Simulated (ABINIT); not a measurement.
# Ge (Imma) in ABINIT: reference runs

Aim: a first look at Ge with PBEsol, on the cell as given.

Program: ABINIT 10.8.3 (patched build). These are calculated values, not measurements. Logs are shortened: lines on timing, memory, paths and dates and some standing lists are left out, and cuts for length are marked. The log counts tension as positive stress, the text compression.

## 1. Starting point

It takes space group Imma (No. 74, orthorhombic). Conventional cell: a = 4.992 Å, b = 5.302 Å, c = 2.874 Å, α = 90.00°, β = 90.00°, γ = 90.00°. Around Ge (site symmetry mm2) lie 6 Ge at 2.68 to 2.87 Å.

This isn't the form of Ge at room conditions, which is diamond.

## 2. Single point, PBEsol

run.abi reads:

```
# Pseudopotentials
pp_dirpath "./"
pseudos "Ge.GGA_PBE-JTH.xml"

# Structure
acell 3*1.0 Angstrom
rprim
    -2.4958980000     2.6508630000     1.4369470000
     2.4958980000    -2.6508630000     1.4369470000
     2.4958980000     2.6508630000    -1.4369470000
ntypat 1
znucl 32
natom 2
typat 1 1
xcart
     0.0000000000     2.5047025320     0.3478854043
     4.7165636550     2.5047025320     2.3675508813
chkprim 0
chksymtnons 0
tolsym 1.0e-6

# Plane-wave basis
ecut 22.0
pawecutdg 44.0
pawxcdev 0

# k points
kptopt 1
ngkpt 11 11 11
nshiftk 1
shiftk 0.0 0.0 0.0

# Exchange and correlation
ixc -116133

# Bands and occupations
nband 18
occopt 3
tsmear 0.00183747

# SCF cycle
nstep 100
tolvrs 1.0e-9

# Output
iomode 3
prtwf 0
prteig 0
prtebands 0
enunit 1
prtden 1
prtvha 1
prtvclmb 1
prtpot 1
```

Potentials or basis: JTH PAW PBE v2.0.

On the command line:

```bash
> abinit run.abi > log 2>&1
```

run.abo:

```text
.Version 10.8.3 of ABINIT
 Symmetries : space group Im m a (# 74); Bravais oI (body-center ortho.)
================================================================================
 Values of the parameters that define the memory need of the present run
     intxc =       0    ionmov =       0      iscf =      17    lmnmax =      18
     lnmax =       6     mgfft =      32  mpssoang =       3    mqgrid =    3001
     natom =       2  nloc_mem =       2    nspden =       1   nspinor =       1
    nsppol =       1      nsym =       8    n1xccc =       1    ntypat =       1
    occopt =       3   xclevel =       2
       mpw =        1284          nfft =       32768          nkpt =         216
 PAW method is used; the additional fine FFT grid is defined by:
   mgfftf=        48    nfftf =    110592
================================================================================
================================================================================

--------------------------------------------------------------------------------
------------- Echo of variables that govern the present computation ------------
--------------------------------------------------------------------------------
 -outvars: echo values of preprocessed input variables --------
            acell      1.8897261259E+00  1.8897261259E+00  1.8897261259E+00 Bohr
              amu      7.26100000E+01
          chkprim           0
      chksymtnons           0
             ecut      2.20000000E+01 Hartree
           enunit           1
                       outvar_i_n : Printing only first  50 k-points.
              ixc     -116133
                       outvar_i_n : Printing only first  50 k-points.
         kptrlatt       11    0    0      0   11    0      0    0   11
          kptrlen      5.97395983E+01
            natom           2
            nband          18
            ngfft          32      32      32
          ngfftdg          48      48      48
             nkpt         216
            nstep         100
             nsym           8
           ntypat           1
                       prtocc : prtvol=0, do not print more k-points.
           occopt           3
        pawecutdg      4.40000000E+01 Hartree
         pawxcdev           0
        prtebands           0
           prteig           0
           prtpot           1
         prtvclmb           1
           prtvha           1
            prtwf           0
            rprim     -2.4958980000E+00  2.6508630000E+00  1.4369470000E+00
                       2.4958980000E+00 -2.6508630000E+00  1.4369470000E+00
                       2.4958980000E+00  2.6508630000E+00 -1.4369470000E+00
          spgroup          74
           tolsym      1.00000000E-06
           tolvrs      1.00000000E-09
           tsmear      1.83747000E-03 Hartree
            typat      1  1
           useylm           1
                       outvars : Printing only first  50 k-points.
[... 122 lines left out ...]
       0.314056999793      0.064056999788      0.249999999666
       0.685942999538      0.935942999533      0.749999999666
 rms dE/dt=  3.2129E-03; max dE/dt=  3.2129E-03; dE/dt below (all hartree)
    1      -0.003212857489     -0.003212857489      0.003212857489
    2       0.003212857489      0.003212857489     -0.003212857489

 cartesian coordinates (angstrom) at end:
    1     -0.00000000084694     1.32543149912625     0.18409302783645
    2      2.49589799915306     1.32543149912625     1.25285397118732

 cartesian forces (hartree/bohr) at end:
    1     -0.00000000000000    -0.00000000000000     0.00118318279226
    2      0.00000000000000     0.00000000000000    -0.00118318279226
 frms,max,avg= 6.8311090E-04 1.1831828E-03   0.000E+00  0.000E+00  0.000E+00 h/b

 cartesian forces (eV/Angstrom) at end:
    1     -0.00000000000000    -0.00000000000000     0.06084170542158
    2      0.00000000000000     0.00000000000000    -0.06084170542158
 frms,max,avg= 3.5126975E-02 6.0841705E-02   0.000E+00  0.000E+00  0.000E+00 e/A
 length scales=  1.889726125908  1.889726125908  1.889726125908 bohr
              =  1.000000000000  1.000000000000  1.000000000000 angstroms
 Fermi (or HOMO) energy (eV) =   8.74426   Average Vxc (eV)= -10.51267
 Eigenvalues (   eV  ) for nkpt= 216  k points:
 kpt#   1, nband= 18, wtk=  0.00075, kpt=  0.0000  0.0000  0.0000 (reduced coord)
 -15.93767  -15.86106  -15.85868  -15.85597  -15.82215  -15.78553  -15.72509  -15.72159
 -15.69249  -15.62352   -4.39114    4.90610    6.37407    6.81932   12.18546   15.66641
  15.89613   16.63486
 prteigrs : prtvol=0 or 1, do not print more k-points.

--- !EnergyTerms
iteration_state     : {dtset: 1, }
comment             : Components of total free energy in Hartree
kinetic             :  1.30034786480769E+01
hartree             :  3.49931020675868E+01
xc                  : -4.57739634769322E+00
Ewald energy        : -1.11105025059016E+02
psp_core            :  4.42163542182771E+00
local_psp           : -1.23254969809099E+02
PAW spherical_terms : -4.58254095458124E+00
internal            : -1.91101716032897E+02
'-kT*entropy'       : -2.33129181580122E-04
total_energy        : -1.91101949162079E+02
total_energy_eV     : -5.20014895100915E+03
...

--- !EnergyTermsDC
iteration_state     : {dtset: 1, }
comment             : '"Double-counting" decomposition of free energy'
band_energy         : -1.06100306843814E+01
Ewald energy        : -1.11105025059016E+02
psp_core            :  4.42163542182771E+00
xc_dc               : -3.37799317475773E+01
PAW spherical_terms : -4.00283622295339E+01
internal            : -1.91101714298681E+02
'-kT*entropy'       : -2.33129181580122E-04
total_energy_dc     : -1.91101947427862E+02
total_energy_dc_eV  : -5.20014890381871E+03
...

--- !EnergyTermsWithPAWCore
iteration_state     : {dtset: 1, }
comment             : 'Components of total free energy, including PAW core contributions'
Total energy        : -4.19493835232767E+03
Total energy DC     : -4.19493835059345E+03
Total energy (eV)   : -1.14150087783267E+05
Total energy DC (eV): -1.14150087736077E+05
...

 Cartesian components of stress tensor (hartree/bohr^3)
  sigma(1 1)=  6.15450567E-05  sigma(3 2)=  0.00000000E+00
  sigma(2 2)=  1.32211079E-04  sigma(3 1)=  0.00000000E+00
  sigma(3 3)=  1.12117384E-04  sigma(2 1)=  0.00000000E+00

-Cartesian components of stress tensor (GPa)         [Pressure= -2.9997E+00 GPa]
- sigma(1 1)=  1.81071808E+00  sigma(3 2)=  0.00000000E+00
- sigma(2 2)=  3.88978424E+00  sigma(3 1)=  0.00000000E+00
- sigma(3 3)=  3.29860732E+00  sigma(2 1)=  0.00000000E+00

== END DATASET(S) ==============================================================
================================================================================

 -outvars: echo values of variables after computation  --------
            acell      1.8897261259E+00  1.8897261259E+00  1.8897261259E+00 Bohr
           etotal     -1.9110194743E+02
            fcart     -3.4373005700E-20 -4.3257412788E-21  1.1831827923E-03
                       3.4373005700E-20  4.3257412788E-21 -1.1831827923E-03
            rprim     -2.4958980000E+00  2.6508630000E+00  1.4369470000E+00
                       2.4958980000E+00 -2.6508630000E+00  1.4369470000E+00
                       2.4958980000E+00  2.6508630000E+00 -1.4369470000E+00
           strten      6.1545056683E-05  1.3221107897E-04  1.1211738384E-04
                       0.0000000000E+00  0.0000000000E+00  0.0000000000E+00
           xangst     -8.4694354428E-10  1.3254314991E+00  1.8409302784E-01
                       2.4958979992E+00  1.3254314991E+00  1.2528539712E+00
             xred      3.1405699979E-01  6.4056999788E-02  2.4999999967E-01
                       6.8594299954E-01  9.3594299953E-01  7.4999999967E-01
 Calculation completed.
```

Wall time 3.2 min (1 thread of Arm Neoverse V2, shared host); peak memory 0.27 GiB.

Results:

* Free energy: -5200.1489 eV
* Pressure: -3.0 GPa
* Largest force: 0.061 eV/Å
* Band gap on the k mesh: none (metal or under the smearing width)
* Valence electrons inside the program's atomic spheres: Ge 12.22 (radii [1.2196] Å)

Forces on the atoms (eV/Å):
```
Ge   0.000  0.000  0.061
Ge   0.000  0.000 -0.061
```

Caveat: the PAW data sets were made with another functional, which shifts forces and pressure a little.
